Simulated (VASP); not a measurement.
# MnO (P-6m2) in VASP: notebook, part 2 of 2

VASP 6.6.1. Earlier steps stand in the parts before.

## 3. Single point, PBE+U, collinear spin, ferrimagnetic start

The input, INCAR:

```
ALGO = Fast
EDIFF = 1E-6
ENCUT = 520
GGA = PE
ISIF = 2
ISMEAR = 0
ISPIN = 2
LASPH = T
LCHARG = F
LDAU = T
LDAUJ = 0 0
LDAUL = 2 -1
LDAUPRINT = 1
LDAUTYPE = 2
LDAUU = 2 0
LMAXMIX = 4
LORBIT = 11
LREAL = F
LWAVE = F
MAGMOM = 4 -2 0 0
NBANDS = 31
NELM = 150
PREC = Accurate
SIGMA = 0.05
```

The input, KPOINTS:

```
k-points
0
Gamma
  7 7 7
```

The input, POSCAR:

```
MnO
1.0
   -1.4847429600      2.5716502300      2.8980711300
    2.9694859100      0.0000000000      2.8980711300
    1.4847429500      2.5716502300      0.0000000000
Mn O
2 2
Direct
    0.0000000000      0.0000000000      0.0000000000
    0.5000000000      0.5000000000      0.5000000000
    0.0833333333      0.4166666667      0.2500000000
    0.5833333333      0.9166666667      0.7500000000
```

Potentials or basis: VASP PAW PBE potentials, release 64 (Mn_pv, O).

Launch:

```sh
$ cat potpaw_PBE.64/Mn_pv/POTCAR potpaw_PBE.64/O/POTCAR > POTCAR
$ mpirun -np 1 vasp_std > vasp.out
```

OUTCAR:

```text
EDIFF = 1E-6
   ENCUT = 520
   GGA = PE
   ISIF = 2
   ISMEAR = 0
   ISPIN = 2
   LASPH = T
   LORBIT = 11
   LREAL = F
   NELM = 150
   PREC = Accurate

 ion  position               nearest neighbor table
   1  0.000  0.000  0.000-   4 2.24   3 2.24   4 2.24   3 2.24   4 2.24   3 2.24   2 2.90   2 2.90
                             2 2.97   2 2.97   2 2.97   2 2.97
   2  0.500  0.500  0.500-   3 2.24   4 2.24   4 2.24   3 2.24   3 2.24   4 2.24   1 2.90   1 2.90
                             1 2.97   1 2.97   1 2.97   1 2.97
   3  0.083  0.417  0.250-   1 2.24   2 2.24   1 2.24   2 2.24   1 2.24   2 2.24
   4  0.583  0.917  0.750-   2 2.24   1 2.24   2 2.24   1 2.24   2 2.24   1 2.24

  LATTYP: Found a body centered orthorhombic cell.
 ALAT       =     2.9694859038
 B/A-ratio  =     1.7320508119
 C/A-ratio  =     1.9519009174

  Lattice vectors:

 A1 = (   1.4847429600,  -2.5716502300,  -2.8980711300)
 A2 = (  -1.4847429600,   2.5716502300,  -2.8980711300)
 A3 = (   2.9694859100,   0.0000000000,   2.8980711300)

Analysis of symmetry for initial positions (statically):
=====================================================================
 Subroutine PRICEL returns following result:

  LATTYP: Found a hexagonal cell.
 ALAT       =     2.9694859038
 C/A-ratio  =     0.9759504587

  Lattice vectors:

 A1 = (   1.4847429500,   2.5716502300,   0.0000000000)
 A2 = (  -2.9694859100,   0.0000000000,   0.0000000000)
 A3 = (   0.0000000000,   0.0000000000,   2.8980711300)

   2 primitive cells build up your supercell.

 Routine SETGRP: Setting up the symmetry group for a
 body centered orthorhombic supercell.

 Subroutine GETGRP returns: Found  4 space group operations
 (whereof  4 operations were pure point group operations)
 out of a pool of  8 trial point group operations.

The static configuration has the point symmetry C_2v.

Analysis of symmetry for dynamics (positions and initial velocities):
=====================================================================
 Subroutine PRICEL returns following result:

  LATTYP: Found a hexagonal cell.
 ALAT       =     2.9694859038
 C/A-ratio  =     0.9759504587

  Lattice vectors:

 A1 = (   1.4847429500,   2.5716502300,   0.0000000000)
 A2 = (  -2.9694859100,   0.0000000000,   0.0000000000)
 A3 = (   0.0000000000,   0.0000000000,   2.8980711300)
[... 200 lines left out ...]
  o =  0.9019  v = -0.4134 -0.0000 -0.8787 -0.0000  0.2387  0.0000  0.0000  0.0000  0.0000  0.0000      0.0000  0.0000  0.0000  0.0000  0.0000  0.0000  0.0000  0.0000  0.0000  0.0000
  o =  0.9185  v =  0.5000  0.0000  0.0000  0.0000  0.8660  0.0000  0.0000  0.0000  0.0000  0.0000      0.0000  0.0000  0.0000  0.0000  0.0000  0.0000  0.0000  0.0000  0.0000  0.0000
  o =  0.9220  v =  0.7610 -0.0000 -0.4774 -0.0000 -0.4393  0.0000  0.0000  0.0000  0.0000  0.0000      0.0000  0.0000  0.0000  0.0000  0.0000  0.0000  0.0000  0.0000  0.0000  0.0000
  o =  0.9596  v =  0.0000 -0.8660  0.0000 -0.5000  0.0000  0.0000  0.0000  0.0000  0.0000  0.0000      0.0000  0.0000  0.0000  0.0000  0.0000  0.0000  0.0000  0.0000  0.0000  0.0000
  o =  0.9611  v =  0.0000 -0.5000  0.0000  0.8660  0.0000  0.0000  0.0000  0.0000  0.0000  0.0000      0.0000  0.0000  0.0000  0.0000  0.0000  0.0000  0.0000  0.0000  0.0000  0.0000

atom =   2  type =  1  l = 2

 onsite density matrix

spin component  1

  0.0464 -0.0000  0.0015  0.0000  0.0021
 -0.0000  0.0801  0.0000  0.0013  0.0000
  0.0015  0.0000  0.0375  0.0000 -0.0009
  0.0000  0.0013  0.0000  0.0786  0.0000
  0.0021  0.0000 -0.0009  0.0000  0.0489

spin component  2

  0.9177 -0.0000 -0.0073  0.0000  0.0005
 -0.0000  0.9600 -0.0000 -0.0006 -0.0000
 -0.0073 -0.0000  0.9065 -0.0000  0.0042
  0.0000 -0.0006 -0.0000  0.9607 -0.0000
  0.0005 -0.0000  0.0042 -0.0000  0.9183

 occupancies and eigenvectors

  o =  0.0371  v = -0.1843 -0.0000  0.9771 -0.0000  0.1064  0.0000  0.0000  0.0000  0.0000  0.0000      0.0000  0.0000  0.0000  0.0000  0.0000  0.0000  0.0000  0.0000  0.0000  0.0000
  o =  0.0456  v = -0.8462 -0.0000 -0.2128  0.0000  0.4886  0.0000  0.0000  0.0000  0.0000  0.0000      0.0000  0.0000  0.0000  0.0000  0.0000  0.0000  0.0000  0.0000  0.0000  0.0000
  o =  0.0501  v =  0.5000 -0.0000 -0.0000 -0.0000  0.8660  0.0000  0.0000  0.0000  0.0000  0.0000      0.0000  0.0000  0.0000  0.0000  0.0000  0.0000  0.0000  0.0000  0.0000  0.0000
  o =  0.0779  v =  0.0000 -0.5000  0.0000  0.8660 -0.0000  0.0000  0.0000  0.0000  0.0000  0.0000      0.0000  0.0000  0.0000  0.0000  0.0000  0.0000  0.0000  0.0000  0.0000  0.0000
  o =  0.0809  v = -0.0000  0.8660  0.0000  0.5000  0.0000  0.0000  0.0000  0.0000  0.0000  0.0000      0.0000  0.0000  0.0000  0.0000  0.0000  0.0000  0.0000  0.0000  0.0000  0.0000
  o =  0.9019  v =  0.0000  0.0000  0.0000  0.0000  0.0000 -0.4132 -0.0000 -0.8788 -0.0000  0.2386      0.0000  0.0000  0.0000  0.0000  0.0000  0.0000  0.0000  0.0000  0.0000  0.0000
  o =  0.9185  v =  0.0000  0.0000  0.0000  0.0000  0.0000  0.5000  0.0000  0.0000  0.0000  0.8660      0.0000  0.0000  0.0000  0.0000  0.0000  0.0000  0.0000  0.0000  0.0000  0.0000
  o =  0.9220  v =  0.0000  0.0000  0.0000  0.0000  0.0000  0.7611 -0.0000 -0.4771 -0.0000 -0.4394      0.0000  0.0000  0.0000  0.0000  0.0000  0.0000  0.0000  0.0000  0.0000  0.0000
  o =  0.9596  v =  0.0000  0.0000  0.0000  0.0000  0.0000  0.0000  0.8660 -0.0000  0.5000 -0.0000      0.0000  0.0000  0.0000  0.0000  0.0000  0.0000  0.0000  0.0000  0.0000  0.0000
  o =  0.9611  v =  0.0000  0.0000  0.0000  0.0000  0.0000  0.0000  0.5000 -0.0000 -0.8660 -0.0000      0.0000  0.0000  0.0000  0.0000  0.0000  0.0000  0.0000  0.0000  0.0000  0.0000

 number of electron      37.9999992 magnetization       0.0001229

 Free energy of the ion-electron system (eV)
  ---------------------------------------------------
  ext. energy  EPLUGINS =         0.00000000
  ---------------------------------------------------
  free energy    TOTEN  =       -31.29175104 eV

  energy without entropy =      -31.29175104  energy(sigma->0) =      -31.29175104

 E-fermi :   6.8607     XC(G=0): -11.8164

 val. band max:        6.6563575436   @ k =  -0.2857  -0.2857   0.4286
 cond. band min:       7.0760209269   @ k =   0.0000   0.0000   0.0000
 fundamental gap:      0.4196633833
 Fermi energy:         6.8607257196

 spin component 1

 k-point     1 :       0.0000    0.0000    0.0000
  band No.  band energies     occupation
      1     -43.4912      1.00000
      2     -43.4431      1.00000
      3     -43.3382      1.00000
      4     -38.7527      1.00000
      5     -38.6790      1.00000
      6     -38.5607      1.00000
[... 1625 lines left out ...]
     30      20.2964      0.00000
     31      20.8297      0.00000

 [... further k-points ...]
[... 5 lines left out ...]
  --------------------------------------------------------------------------------------
  -------------------------------------------------------------------------------------
  Total        0.9971344      1.5635585     -3.6256050      0.4905376     -0.0000000      0.0000000
  in kB       36.0937571     56.5968816   -131.2377772     17.7562266     -0.0000000      0.0000000
  external PRESSURE =     -12.8490462 kB  Pullay stress =       0.0000000 kB

 VOLUME and BASIS-vectors are now :
 -----------------------------------------------------------------------------
  energy-cutoff  :      520.00
  volume of cell :       44.26
      direct lattice vectors                 reciprocal lattice vectors
    -1.484742960  2.571650230  2.898071130    -0.168379314  0.097213842  0.172528547
     2.969485910  0.000000000  2.898071130     0.168379314 -0.097213842  0.172528547
     1.484742950  2.571650230  0.000000000     0.168379314  0.291641527 -0.172528547

 POSITION                                       TOTAL-FORCE (eV/Angst)
 -----------------------------------------------------------------------------------
      0.00000      0.00000      0.00000         0.097388     -0.056227      0.000000
      1.48474      2.57165      2.89807         0.097290     -0.056170      0.000000
      1.48474      0.85722      1.44904        -0.097339      0.056199     -0.000281
      2.96949      3.42887      4.34711        -0.097339      0.056199      0.000281
 -----------------------------------------------------------------------------------
    total drift:                                0.000252     -0.000145      0.000000

  FREE ENERGIE OF THE ION-ELECTRON SYSTEM (eV)
  ---------------------------------------------------
  free  energy   TOTEN  =       -31.2917510410 eV

  energy  without entropy=      -31.2917510410  energy(sigma->0) =      -31.29175104

 total charge

# of ion       s       p       d       tot
------------------------------------------
    1        0.212   6.188   4.935  11.335
    2        0.212   6.188   4.934  11.334
    3        1.560   3.416   0.000   4.976
    4        1.560   3.416   0.000   4.976
--------------------------------------------------
tot          3.543  19.209   9.869  32.621

 magnetization (x)

# of ion       s       p       d       tot
------------------------------------------
    1        0.033   0.035   4.364   4.432
    2       -0.033  -0.035  -4.364  -4.431
    3       -0.000  -0.000   0.000  -0.000
    4       -0.000  -0.000   0.000  -0.000
--------------------------------------------------
tot          0.000   0.000   0.000   0.000
```

Run time: 1.7 min. Hardware: 1 thread of Intel Xeon Platinum 8488C (Sapphire Rapids), shared host; peak memory 0.26 GiB.

What came out:

```
Free energy                                           : -31.2918 eV
Pressure                                              : -1.3 GPa
Largest force                                         : 0.112 eV/Å
Band gap on the k mesh                                : 0.42 eV
Net moment                                            : 0.00 μB per cell
Site moments                                          : Mn +4.43, -4.43; O -0.00 μB
Valence electrons inside the program's atomic spheres : Mn 11.34, 11.33; O 4.98
```

Forces in eV/Å, atoms in the order of the input:
```
Mn   0.097 -0.056  0.000
Mn   0.097 -0.056  0.000
O   -0.097  0.056  0.000
O   -0.097  0.056  0.000
```

Stress tensor (GPa, compression positive):
```
  3.61   1.78   0.00
  1.78   5.66   0.00
  0.00   0.00 -13.12
```

Eigenvalues of the final occupation matrices:
```tsv
site	spin	trace	eigenvalues
site 1 d	1	4.66	0.90 0.92 0.92 0.96 0.96
site 1 d	2	0.29	0.04 0.05 0.05 0.08 0.08
site 2 d	1	0.29	0.04 0.05 0.05 0.08 0.08
site 2 d	2	4.66	0.90 0.92 0.92 0.96 0.96
```

Caveat: an odd mesh through Γ misses points on the zone boundary, where band edges often lie.

## 4. Single point, PBE+U, collinear spin, random start

This run uses another cell than the first one: it holds 2 atoms, not 4.

The input, INCAR:

```
PREC = Accurate ; ENCUT = 520
EDIFF = 1E-7 ; ISMEAR = 0
SIGMA = 0.05 ; LREAL = False
LASPH = True ; NELM = 120
ALGO = Fast ; ISIF = 2
LWAVE = False ; LCHARG = True
ISPIN = 2 ; MAGMOM = -1.49 0
LORBIT = 11 ; LMAXMIX = 4
LDAU = True ; LDAUTYPE = 2
LDAUL = 2 -1 ; LDAUU = 2 0
LDAUJ = 0 0 ; LDAUPRINT = 1
GGA = PE ; LELF = True
LVHAR = True ; NBANDS = 20
```

The input, KPOINTS:

```
Automatic mesh
0
Gamma
  7 7 7
```

The input, POSCAR:

```
MnO
1.0
    2.9694859100      0.0000000000      0.0000000000
   -1.4847429600      2.5716502300      0.0000000000
    0.0000000000      0.0000000000      2.8980711300
Mn O
1 1
Direct
    0.0000000000      0.0000000000      0.0000000000
    0.6666666667      0.3333333333      0.5000000000
```

Launch:

```sh
$ cat potpaw_PBE.64/Mn_pv/POTCAR potpaw_PBE.64/O/POTCAR > POTCAR
$ mpirun -np 1 vasp_std > vasp.out
```

Wall time 22 s (1 thread of Intel Xeon Platinum 8488C (Sapphire Rapids), shared host); peak memory 0.15 GiB.

Results (log left out):

* Free energy: -15.4186 eV
* Pressure: 5.0 GPa
* Band gap on the k mesh: none (metal or under the smearing width)
* Net moment: -5.00 μB per cell
* Site moments: Mn -4.53; O -0.19 μB
* Valence electrons inside the program's atomic spheres: Mn 11.34; O 4.99

Stress tensor (GPa, compression positive):
```
11.24  0.00  0.00
 0.00 11.24  0.00
 0.00  0.00 -7.56
```

Levels at points of the mesh, in eV from the Fermi level:
Spin up:
```tsv
k point	band 4	band 5	band 6	band 7	band 8	band 9	band 10	band 11
(0.00, 0.00, 0.00)	-18.80	-2.74	-2.61	-2.61	0.23	2.04	3.39	3.39
```
Spin down:
| k point | band 8 | band 9 | band 10 | band 11 | band 12 | band 13 | band 14 | band 15 | band 16 | band 17 |
| --- | --- | --- | --- | --- | --- | --- | --- | --- | --- | --- |
| (0.00, 0.00, 0.00) | -3.13 | -2.63 | -2.63 | -0.87 | -0.87 | -0.23 | 13.27 | 15.04 | 15.04 | 16.57 |

Eigenvalues of the final occupation matrices:
```
    site  spin  trace               eigenvalues
site 1 d     1   0.25  0.02 0.04 0.04 0.07 0.07
site 1 d     2   4.72  0.93 0.93 0.93 0.96 0.96
```

Caveat: a cell with one magnetic atom can't hold antiferromagnetic order, which such compounds often take. The state reached can hang on the start; a lower one may exist.

## 5. Single point, PBE+U, collinear spin, ferromagnetic start

This run uses another cell than the first one: it holds 2 atoms, not 4.

The input, INCAR:

```
SYSTEM = MnO
PREC = Accurate ; ENCUT = 520
EDIFF = 1E-6 ; ISMEAR = 0
SIGMA = 0.05 ; LREAL = .FALSE.
LASPH = .TRUE. ; NELM = 150
ALGO = Normal ; ISIF = 2
LWAVE = .FALSE. ; LCHARG = .TRUE.
ISPIN = 2 ; MAGMOM = 4 0
LORBIT = 11 ; NUPDOWN = 0
LMAXMIX = 4 ; LDAU = .TRUE.
LDAUTYPE = 2 ; LDAUL = 2 -1
LDAUU = 2 0 ; LDAUJ = 0 0
LDAUPRINT = 1 ; GGA = PE
LELF = .TRUE. ; LVHAR = .TRUE.
```

The input, KPOINTS:

```
regular mesh
0
G
  7 7 7
  0 0 0
```

POSCAR is that of step 4.

Launch:

```sh
$ cat potpaw_PBE.64/Mn_pv/POTCAR potpaw_PBE.64/O/POTCAR > POTCAR
$ mpirun -np 1 vasp_std > vasp.out
```

Run time: 24 s. Hardware: 1 thread of Intel Xeon Platinum 8488C (Sapphire Rapids), shared host; peak memory 0.15 GiB.

Results (log left out):

* Free energy: -12.6415 eV
* Pressure: -24.3 GPa
* Net moment: 0.00 μB per cell
* Site moments: Mn +0.06; O -0.10 μB
* Valence electrons inside the program's atomic spheres: Mn 11.37; O 4.90

Stress tensor (GPa, compression positive):
```
-24.57   0.00   0.00
  0.00 -24.57   0.00
  0.00   0.00 -23.75
```

Eigenvalues of the final occupation matrices:
```tsv
site	spin	trace	eigenvalues
site 1 d	1	2.52	0.22 0.35 0.35 0.80 0.80
site 1 d	2	2.49	0.10 0.10 0.69 0.69 0.92
```

Caveat: the moment is held away from its start; the total moment is fixed, so each spin has its own Fermi level.

## 6. Single point, PBE+U, non-collinear spin, random start

This run uses another cell than the first one: it holds 2 atoms, not 4.

The input, INCAR:

```
SYSTEM = MnO
PREC = Accurate
ENCUT = 520
EDIFF = 1E-6
ISMEAR = 0
SIGMA = 0.05
LREAL = .FALSE.
LASPH = .TRUE.
NELM = 100
ALGO = Normal
ISIF = 2
LWAVE = .FALSE.
LCHARG = .TRUE.
LNONCOLLINEAR = .TRUE.
MAGMOM = 0.36 1.799 -2.076 0 0 0
LORBIT = 11
LMAXMIX = 4
LDAU = .TRUE.
LDAUTYPE = 2
LDAUL = 2 -1
LDAUU = 2 0
LDAUJ = 0 0
LDAUPRINT = 1
GGA = PE
LVHAR = .TRUE.
NBANDS = 31
```

KPOINTS is that of step 5.

POSCAR is that of step 5.

Potentials or basis: VASP PAW PBE potentials, release 64 (Mn_pv, O).

Launch:

```sh
$ cat potpaw_PBE.64/Mn_pv/POTCAR potpaw_PBE.64/O/POTCAR > POTCAR
$ mpirun -np 1 vasp_ncl > vasp.out
```

It took 7.4 min on 1 thread of Intel Xeon Platinum 8488C (Sapphire Rapids), shared host; peak memory 0.44 GiB.

The run converged. Its results:

- Free energy: -15.4191 eV
- Pressure: 5.0 GPa
- Band gap on the k mesh: none (metal or under the smearing width)
- Net moment: 5.00 μB per cell
- Valence electrons inside the program's atomic spheres: Mn 11.34; O 4.99

Stress tensor (GPa, compression positive):
```
11.26  0.00  0.00
 0.00 11.26  0.00
 0.00  0.00 -7.55
```

Levels at points of the mesh, in eV from the Fermi level:
```csv
k point,band 17,band 18,band 19,band 20,band 21,band 22
"(0.00, 0.00, 0.00)",-2.61,-0.87,-0.87,-0.23,0.23,2.04
```

Moments on the atoms (μB; x, y, z):
```
Mn   0.59  2.94 -3.40
O    0.03  0.13 -0.14
```

Caveat: a cell with one magnetic atom can't hold antiferromagnetic order, which such compounds often take. The state reached can hang on the start; a lower one may exist.

## 7. Overview

| spin | fixed moment (μB) | supercell matrix | gap on the mesh (eV) | pressure (GPa) | moment (μB) | largest force (eV/Å) |
| --- | --- | --- | --- | --- | --- | --- |
| collinear, antiferromagnetic start | - | [0, 1, 1, 1, 0, 1, 1, 1, 0] | 0.42 | -1.3 | 0.00 | 0.11 |
| collinear, ferrimagnetic start | - | [0, 1, 1, 1, 0, 1, 1, 1, 0] | 0.42 | -1.3 | 0.00 | 0.11 |
| collinear, random start | - | - | none | 5.0 | 5.00 | - |
| collinear, ferromagnetic start | 0 | - | - | -24.3 | 0.00 | - |
| non-collinear, random start | - | - | none | 5.0 | 5.00 | - |

Alike in all rows: task single point; level PBE+U; potentials or basis VASP PAW PBE potentials, release 64 (Mn_pv, O); Mn d U = 2 eV; cell as given; k mesh 7 × 7 × 7; cutoff (eV) 520; smearing gaussian 0.05 eV.

On the cell as given the gap runs from zero (PBE+U) to 0.42 eV (PBE+U).

Caveats: an odd mesh through Γ misses points on the zone boundary, where band edges often lie (some runs); a cell with one magnetic atom can't hold antiferromagnetic order, which such compounds often take (some runs); the moment is held away from its start (some runs); the total moment is fixed, so each spin has its own Fermi level (some runs).

Absolute energies hang on the potentials; compare differences alone.
